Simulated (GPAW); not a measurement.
# ZnSe (Stilleite) (F-43m) in GPAW: single point with PBE

Aim: the single point of ZnSe (Stilleite) with PBE.

Program: GPAW 26.7.0. These are calculated values, not measurements. Logs are shortened: lines on timing, memory, paths and dates and some standing lists are left out, and cuts for length are marked. The log counts tension as positive stress, the text compression.

**What was measured.**

From “Alloy Disordering Effects on the Thermal Conductivity and Energy Gap Temperature Dependence of Cd1−xZnxSe Ternary Crystals Grown by the Bridgman Method”, 2023, pmc:10253836, for a bulk crystal of ZnSe at 300 K: band gap 2.695 ± 0.003 eV (an exciton energy, a little under the gap).

How close the calculation comes is told below.

**1. The crystal as given**

It takes space group F-43m (No. 216, cubic). Conventional cell: a = 5.668 Å, b = 5.668 Å, c = 5.668 Å, α = 90.00°, β = 90.00°, γ = 90.00°. Se (site symmetry -43m) is surrounded by 4 Zn at 2.45 Å. Zn (site symmetry -43m) is surrounded by 4 Se at 2.45 Å.

**2. Single point, PBE**

run.py reads:

```python
from ase.dft.bandgap import bandgap
from ase.io import read, write
from ase.units import GPa
from gpaw import GPAW, PW

atoms = read('ZnSe.cif')

calc = GPAW(mode=PW(500),
            xc='PBE',
            kpts={'size': (7, 7, 7), 'gamma': True},
            occupations={'name': 'fermi-dirac', 'width': 0.05},
            nbands=18,
            convergence={'density': 1e-05, 'energy': 1e-05},
            maxiter=80,
            txt='gpaw.txt')
atoms.calc = calc
energy = atoms.get_potential_energy()
forces = atoms.get_forces()
stress = atoms.get_stress()
calc.write('gs.gpw')
write('result.traj', atoms)
print(f'Energy: {energy:.6f} eV')
print('Forces (eV/A):')
print(forces.round(4))
print('Stress (GPa):', (stress / GPa).round(3))
print('Fermi level:', round(calc.get_fermi_level(), 4), 'eV')
print(f'Gap: {bandgap(calc)[0]:.4f} eV, direct: {bandgap(calc, direct=True)[0]:.4f} eV')
```

ZnSe.cif reads:

```cif
data_ZnSe
_cell_length_a 4.00759839
_cell_length_b 4.00759839
_cell_length_c 4.00759839
_cell_angle_alpha 60.00000000
_cell_angle_beta 60.00000000
_cell_angle_gamma 60.00000000
_space_group_name_H-M_alt 'P1'
_space_group_name_Hall 'P 1'
_space_group_IT_number 1
loop_
_space_group_symop_operation_xyz
'x,y,z'
loop_
_atom_site_label
_atom_site_type_symbol
_atom_site_symmetry_multiplicity
_atom_site_Wyckoff_symbol
_atom_site_fract_x
_atom_site_fract_y
_atom_site_fract_z
_atom_site_occupancy
Se1 Se 1 a 0.7500000000 0.7500000000 0.7500000000 1
Zn1 Zn 1 a 0.0000000000 0.0000000000 0.0000000000 1
```

Potentials or basis: GPAW PAW data sets (gpaw-data 1.2.1), pw.

Launch:

```bash
OMP_NUM_THREADS=1 python run.py
```

gpaw.txt:

```text
__  _  _
 | _ |_)|_||  |
 |__||  | ||/\| - 26.7.0

Input parameters:
  mode=PW(ecut=500.0),
  convergence={'density': 1e-05, 'energy': 1e-05},
  kpts=MonkhorstPack(size=(7, 7, 7), gamma=True),
  maxiter=80,
  nbands=18,
  occupations=Occupations(name='fermi-dirac', width=0.05),
  xc=XC(name='PBE')

Diagonalizing LCAO Hamiltonian
Converting LCAO to pw mode

                         Se

       Zn

Atoms  # Å, Bohr magnetons
|   | symbol |        x |        y |        z |    initial magnetic moments |
|---|--------|----------|----------|----------|-----------------------------|
| 0 |     Se | 6.011398 | 3.470682 | 2.454143 | ( 0.0000,  0.0000,  0.0000) |
| 1 |     Zn | 0.000000 | 0.000000 | 0.000000 | ( 0.0000,  0.0000,  0.0000) |

Unit cell  # Å
| periodic |        x |        y |        z |  lengths |    angles |
|----------|----------|----------|----------|----------|-----------|
|      yes | 4.007598 | 0.000000 | 0.000000 | 4.007598 | 60.000000 |
|      yes | 2.003799 | 3.470682 | 0.000000 | 4.007598 | 60.000000 |
|      yes | 2.003799 | 1.156894 | 3.272190 | 4.007598 | 60.000000 |

Number of symmetries: 24
Symmetry operations  # r_c * U_cc + t_c -> r_c
|    | kind |            matrix            |
|----|------|------------------------------|
|  0 |  E   |  1, 0, 0,  0, 1, 0,  0, 0, 1 |
|  1 |  σ   |  1, 0, 0,  0, 0, 1,  0, 1, 0 |
|  2 |  σ   |  1, 0,-1,  0, 1,-1,  0, 0,-1 |
|  3 |  C3  |  1, 0,-1,  0, 0,-1,  0, 1,-1 |
|  4 |  C3  |  1,-1, 0,  0,-1, 1,  0,-1, 0 |
|  5 |  σ   |  1,-1, 0,  0,-1, 0,  0,-1, 1 |
|  6 |  σ   |  0, 1, 0,  1, 0, 0,  0, 0, 1 |
|  7 |  C3  |  0, 1, 0,  0, 0, 1,  1, 0, 0 |
|  8 |  C2  |  0, 1,-1,  1, 0,-1,  0, 0,-1 |
|  9 |  S4  |  0, 1,-1,  0, 0,-1,  1, 0,-1 |
| 10 |  C3  |  0, 0, 1,  1, 0, 0,  0, 1, 0 |
| 11 |  σ   |  0, 0, 1,  0, 1, 0,  1, 0, 0 |
| 12 |  S4  |  0, 0,-1,  1, 0,-1,  0, 1,-1 |
| 13 |  C3  |  0, 0,-1,  0, 1,-1,  1, 0,-1 |
| 14 |  S4  |  0,-1, 1,  1,-1, 0,  0,-1, 0 |
| 15 |  C2  |  0,-1, 1,  0,-1, 0,  1,-1, 0 |
| 16 |  C3  |  0,-1, 0,  1,-1, 0,  0,-1, 1 |
| 17 |  S4  |  0,-1, 0,  0,-1, 1,  1,-1, 0 |
| 18 |  S4  | -1, 1, 0, -1, 0, 1, -1, 0, 0 |
| 19 |  C3  | -1, 1, 0, -1, 0, 0, -1, 0, 1 |
| 20 |  C3  | -1, 0, 1, -1, 1, 0, -1, 0, 0 |
| 21 |  S4  | -1, 0, 1, -1, 0, 0, -1, 1, 0 |
| 22 |  σ   | -1, 0, 0, -1, 1, 0, -1, 0, 1 |
| 23 |  C2  | -1, 0, 0, -1, 0, 1, -1, 1, 0 |

BZ-sampling:
  Number of BZ points: 343
  Number of IBZ points: 20

  Monkhorst-Pack size: [7, 7, 7]
  Monkhorst-Pack shift: [0, 0, 0]

K-points  # in reciprocal-cell coordinates
|     |                                coordinates |     weight |
|-----|--------------------------------------------|------------|
|   0 | (  0.00000000,   0.00000000,   0.00000000) | 0.00291545 |
|   1 | (  0.14285714,   0.14285714,   0.00000000) | 0.01749271 |
|   2 | (  0.14285714,   0.14285714,   0.14285714) | 0.02332362 |
|   3 | (  0.28571429,   0.14285714,   0.14285714) | 0.03498542 |
|   4 | (  0.28571429,   0.28571429,   0.00000000) | 0.01749271 |
|   5 | (  0.28571429,   0.28571429,   0.14285714) | 0.06997085 |
|   6 | (  0.28571429,   0.28571429,   0.28571429) | 0.02332362 |
|   7 | (  0.42857143,  -0.28571429,  -0.28571429) | 0.03498542 |
|   8 | (  0.42857143,   0.28571429,  -0.42857143) | 0.13994169 |
|   9 | (  0.42857143,   0.28571429,  -0.28571429) | 0.06997085 |
| ... |                                            |            |
|  19 | (  0.42857143,   0.42857143,   0.42857143) | 0.02332362 |

Plane wave coefficients: 1173
Cutoff: 500.0 eV

Spin-components: 1 (collinear spins)
Bands:           18
Projectors:      11
Spin-degeneracy: 2
Datatype:        complex128

Density:
  Valence electrons: 18.0
  Components: 1
  Grid points: [21 21 21]
  Charge: 0.0  # |e|

Potential:
  Grid points: [21 21 21]

species:
  Se:
    name:    Selenium
    Z:       34.0
    valence: 6
    core:    28
    charge:  0.0  # [|e|]
    compensation charges:
      type: gauss
      rc: 0.27  # [Å]
      lmax: 2
    cutoffs:
      filter: 1.77  # [Å]
      core: 2.67  # [Å]
    projectors
    | kind |    occ | energy [eV] | rcut [Å] |
    |------|--------|-------------|----------|
    |   4s |  2.000 |     -17.277 |    0.847 |
    |   4p |  4.000 |      -6.512 |    1.005 |
    |    s |        |       9.935 |    0.847 |
    |    p |        |      20.699 |    1.005 |
    |    d |        |       0.000 |    0.847 |

    Using partial waves for Se as LCAO basis

  Zn:
    name:    Zinc
    Z:       30.0
    valence: 12
    core:    18
    charge:  0.0  # [|e|]
    compensation charges:
      type: gauss
      rc: 0.37  # [Å]
      lmax: 2
    cutoffs:
      filter: 2.14  # [Å]
      core: 2.28  # [Å]
    projectors
    | kind |    occ | energy [eV] | rcut [Å] |
    |------|--------|-------------|----------|
    |   4s |  2.000 |      -5.977 |    1.286 |
    |   4p |  0.000 |      -1.117 |    1.270 |
    |   3d | 10.000 |     -10.142 |    1.180 |
    |    s |        |      21.234 |    1.286 |
    |    p |        |      26.095 |    1.270 |
    |    d |        |      17.070 |    1.180 |

    Using partial waves for Zn as LCAO basis

Reference energy: -114964.858784  # eV

eigensolver:
  PPCG
  Converge bands: occupied
  niter=2

density mixing:
  MSR1-Mixer
  Pratt-step length: 0.05
  Maximum mixing coefficient: 0.75
  Old densities: 10
  SVD Regularization: 0.005
  Good broyden scale: 1.0
  Trust region scale: 1.0
  Backstep threshold: 4.0
  History deletion threshold: 6.0
  Fourier metric: weight=20.0, sigma=0.015

occupation numbers:
  Fermi-Dirac:
    width: 0.0500  # eV

poisson solver:
  ecut: 4000.0  # eV

xc functional:
  name: PBE with 2 nearest neighbor stencil

convergence criteria:
- Maximum integral of absolute [dens]ity change: 1e-05 electrons / valence electron
- Maximum [total energy] change in last 3 cyles: 1e-05 eV / valence electron
- Maximum integral of absolute [eigenst]ate change: 4e-08 eV^2 / valence electron
maximum number of iterations: 80

SCF iterations
|iter     | |      energy | eigst |  dens |
|---------|-|-------------|-------|-------|
|iter:   1| |   -6.334137 | -0.33 |       |
|iter:   2| |   -6.276389 | -2.25 | -1.24 |
|iter:   3| |   -6.093838 | -1.66 | -1.28 |
|iter:   4| |   -6.093553 | -2.68 | -1.83 |
|iter:   5| |   -6.094565 | -3.84 | -2.31 |
|iter:   6| |   -6.094527 | -4.33 | -2.95 |
|iter:   7| |   -6.094547c| -5.38 | -3.53 |
|iter:   8| |   -6.094551c| -6.20 | -3.93 |
|iter:   9| |   -6.094551c| -8.27c| -5.05c|

Converged in 9 steps
Energy contributions relative to reference atoms: (reference = -114964.858784)

Energy contributions:
  Kinetic:          13.079665
  Coulomb:         -11.114766
  Zero:             -0.049947
  External:          0.000000
  Xc:               -8.009504
  Entropy:          -0.000000
  Spinorbit:         0.000000
  ----------------------------
  Free energy:      -6.094551
  Extrapolated:     -6.094551

dipole moment: (-10.009630, -5.779062, -4.086414)  # |e|*Ang

Fermi level: 4.552
Eigenvalues  # (at kpt = [0.000, 0.000, 0.000])
| band index |      eig [eV] | occ [0-2] |
|------------|---------------|-----------|
|          0 |        -9.373 |     2.000 |
|          1 |        -2.643 |     2.000 |
|          2 |        -2.643 |     2.000 |
|          3 |        -2.643 |     2.000 |
|          4 |        -2.278 |     2.000 |
|          5 |        -2.278 |     2.000 |
[... 10 lines left out ...]
|         16 |        16.945 |     0.000 |
|         17 |        16.945 |     0.000 |

Gap: 1.298 eV
Transition (v -> c):
  (s=0, k=0, n=8, [0.00, 0.00, 0.00]) -> (s=0, k=0, n=9, [0.00, 0.00, 0.00])
No difference between direct/indirect transitions

Forces  # eV/Ang
|        x |       y |       z |
|----------|---------|---------|
| -0.00000 | 0.00000 | 0.00000 |  # Se   0
|  0.00000 | 0.00000 | 0.00000 |  # Zn   1

Stress tensor  # eV/Ang^3
|         x |         y |         z |
|-----------|-----------|-----------|
| -0.012128 |  0.000000 |  0.000000 |
|  0.000000 | -0.012128 |  0.000000 |
|  0.000000 |  0.000000 | -0.012128 |

# Writing to gs.gpw (mode='')
```

Run time: 8.6 s. Hardware: 1 thread of Intel Xeon Platinum 8488C (Sapphire Rapids), shared host; peak memory 0.14 GiB.

What came out:

| Property | Result |
| --- | --- |
| Free energy | -6.0946 eV |
| Pressure | 1.9 GPa |
| Band gap on the k mesh | 1.30 eV, direct |

Levels at points of the mesh, in eV from the valence-band top:
| k point | band 5 | band 6 | band 7 | band 8 | band 9 | band 10 | band 11 | band 12 | band 13 | band 14 |
| --- | --- | --- | --- | --- | --- | --- | --- | --- | --- | --- |
| (0.00, 0.00, 0.00) | -6.15 | -6.15 | 0.00 | 0.00 | 0.00 | 1.30 | 5.81 | 5.81 | 5.81 | 9.96 |

Caveat: the cutoff is short for stress and forces, so pressures can be off by a GPa or more.

**3. Comparison with measurements**

Step 2. Measured gap of ZnSe: 2.695 eV (an exciton energy, a little under the gap; 300 K; “Alloy Disordering Effects on the Thermal Conductivity and Energy Gap Temperature Dependence of Cd1−xZnxSe Ternary Crystals Grown by the Bridgman Method”, 2023, pmc:10253836). This calculation gives 1.30 eV (-1.40 eV). So large a miss can be the level of theory's own, or it may mean another phase, state or a wrong row. Spin-orbit coupling on Se is left out. The value is that of PBE, without temperature or zero-point motion. Semilocal functionals fall short of measured gaps as a rule.
